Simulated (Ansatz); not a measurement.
Crystal: W.

```xyz
1
Lattice="-1.5823 1.5823 1.5823 1.5823 -1.5823 1.5823 1.5823 1.5823 -1.5823" Properties=species:S:1:pos:R:3 pbc="T T T"
W     0.0000    0.0000    0.0000
```

Program: Ansatz 0.2.0. Alike in all runs: cell as given. Hardware: 1 thread of Arm Neoverse V1, with other jobs on the host.

Task: Order these runs on this cell by their wall time, lowest first.
A. task Wannier functions; level LDA; potentials or basis JTH PAW LDA; spin collinear, ferromagnetic start; k mesh 12 × 12 × 12; cutoff (eV) 1290; smearing fermi-dirac 0.001 eV; other keys scf.occupations.method = fermi_dirac; scf.occupations.width = 0.001; …
B. task Wannier functions; level PBEsol+U; potentials or basis JTH PAW; spin off; U W d U = 3 eV; k mesh 12 × 12 × 12; cutoff (eV) 1290; smearing gaussian 0.025 eV; double counting amf; hubbard projectors ortho-atomic (the default)
C. task optical spectrum; level revPBE+U; potentials or basis Ansatz PAW; spin SOC, no magnetisation; U W d U = 2.0 eV; k mesh 12 × 12 × 12; cutoff (eV) 420; smearing fermi-dirac 0.05 eV; broadening 0.05 eV; double counting amf; hubbard projectors ortho-atomic (the default); other keys scf.lower_state_search = light; hamiltonian.xc = revpbe; …
D. task projected density of states; level r2SCAN+D4; potentials or basis Ansatz PAW; spin SOC, no magnetisation; k mesh 18 × 18 × 18; cutoff (eV) 500; smearing gaussian 0.05 eV; other keys kpoints.mp_grid.grid = 18 × 18 × 18

Result: B (11 s), A (23 s), D (47 s), C (140 s).

Caveats: U without spin polarisation on a metal has little footing (some runs); the U is typed as a test and isn't derived for this compound (some runs); the starting moments weren't kept (some runs); spectra need much finer meshes, so this one isn't converged (some runs); independent-particle spectra lack excitons (some runs).
